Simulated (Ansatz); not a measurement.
Crystal: InPd.

```
In Pd
1.0
     3.27188    0.00000    0.00000
     0.00000    3.27188    0.00000
     0.00000    0.00000    3.27188
In Pd
1 1
Direct
  0.00000 0.00000 0.00000
  0.50000 0.50000 0.50000
```

The cell comes from a database or a generator and needn't be the stable form of this composition.

Base run:

```yaml
Program: Ansatz 0.2.0
Functional: PBEsol
Potentials_or_basis: all-electron LAPW, scalar-relativistic
Cutoff: 250 eV
Density_cutoff: 1002 eV
Basis_error_allowed: 0.001 eV/atom
k_mesh: 8 × 8 × 8
Occupations: fermi-dirac, width 0.05 eV
Spin: no spin polarisation
```

Its results: pressure -3.0 GPa.

**Question.** The run is repeated on the same cell with these changes: functional from PBEsol to revPBE. What comes out?

**Answer.** Pressure 6.1 GPa.

revPBE binds less tightly than PBEsol, so the same cell stands under more pressure.

Not every run made on this cell is shown here.
